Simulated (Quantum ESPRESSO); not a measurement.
# ZnO (zincite) under changes of volume

One of the cells (11.900 Å³/atom); the others are scaled copies at fixed shape and fractional positions:

```
Zn O
1.0
     3.24931    0.00000    0.00000
    -1.62465    2.81398    0.00000
     0.00000    0.00000    5.20571
Zn O
2 2
Direct
  0.66667 0.33333 0.00000
  0.33333 0.66667 0.50000
  0.33333 0.66667 0.87901
  0.66667 0.33333 0.37901
```

```yaml
Program: Quantum ESPRESSO 7.5
Functional: r2SCAN
Potentials_or_basis: SG15 PBE 1.2
Cutoff: 1197 eV
Density_cutoff: 4789 eV
k_mesh: 5 × 5 × 3
Occupations: fermi-dirac, width 0.05 eV
Spin: no spin polarisation
```

```csv
volume (Å³/atom),energy over the lowest point (meV/atom),pressure (GPa),gap on the mesh (eV)
11.186,19.91,9.9,1.37
11.424,?,?,?
11.662,1.60,2.6,1.30
11.900,0.00,-0.5,1.27
12.138,2.75,-3.2,1.24
12.376,9.40,-5.7,1.20
12.614,19.57,-8.0,1.17
```

Question: What does the run at 11.424 Å³/atom give?

Answer: Energy over the lowest point 8.05 meV/atom; pressure 6.1 GPa; gap on the mesh 1.33 eV.

Worked out: A Birch-Murnaghan fit of order 3 (a polynomial in V^(-2/3)) to the other rows has its minimum at 11.86 Å³/atom with B0 = V·E''(V) = 148 GPa and B' = 4.4 at fixed shape and positions, which overstates the stiffness. It gives 8.05 meV/atom at 11.424 Å³/atom, against the run's 8.05, and -dE/dV = 6.1 GPa, against 6.1. A straight line through the other rows of the gap, of slope -1.66 eV per unit of ln V (its deformation potential), gives 1.34 eV, against the run's 1.33.

Energies are extrapolated to zero smearing.

Caveats: all runs use coarse meshes; the potentials were made for another functional, which shifts forces and pressure.
